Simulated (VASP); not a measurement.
Crystal: AlN.

```xyz
4
Lattice="3.1131 0.0000 0.0000 -1.5566 2.6960 0.0000 0.0000 0.0000 4.9818" Properties=species:S:1:pos:R:3 pbc="T T T"
Al    0.0000    1.7974    4.9768
Al    1.5566    0.8987    2.4859
N     0.0000    1.7974    1.8981
N     1.5566    0.8987    4.3890
```

Program: VASP 6.6.1. Alike in all runs: task band structure; potentials or basis VASP PAW PBE potentials, release 64 (Al, N); no spin polarisation; cell as given; k mesh 12 × 12 × 6; cutoff (eV) 520; smearing gaussian 0.03 eV.

Order these runs on this cell by their band gap on the k mesh, lowest first.
A. level TB-mBJ
B. level r2SCAN
C. level PBE

C (4.19 eV), B (4.87 eV), A (5.35 eV).

